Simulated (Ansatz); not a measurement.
Runs of Ansatz 0.2.0 on Ge. It takes space group I4_1/amd (No. 141, tetragonal). The conventional cell has a = 5.149 Å, b = 5.149 Å, c = 2.795 Å, α = 90.00°, β = 90.00°, γ = 90.00°. Ge (site symmetry -4m2) is surrounded by 6 Ge at 2.67 to 2.79 Å. This isn't the form of Ge at room conditions, which is diamond.

```tsv
level	gap on the mesh (eV)	pressure (GPa)	relaxed volume (Å³/atom)
PBE+D3(BJ)	none	0.0	18.54
PBE+D4	none	0.0	18.54
PBE+D3(BJ)-ATM	none	0.0	18.62
PBE	none	0.0	(a)
```

Alike in all rows: task relaxation of cell and atoms; potentials or basis Ansatz PAW; no spin polarisation; cell relaxed; k mesh 11 × 11 × 11; cutoff (eV) 420; smearing fermi-dirac 0.05 eV.

Task: Estimate the missing entries.

Result: (a) 19.33.

Caveats: the plane-wave basis is chosen anew once the cell has moved, so the energies of steps on either side of that aren't comparable; pairwise dispersion overbinds metals, which lowers pressure and volume (some runs).

A k mesh can miss the band edges, and the runs leave out spin-orbit coupling on Ge.

A gap of «none» marks a metal or a gap under the smearing width.
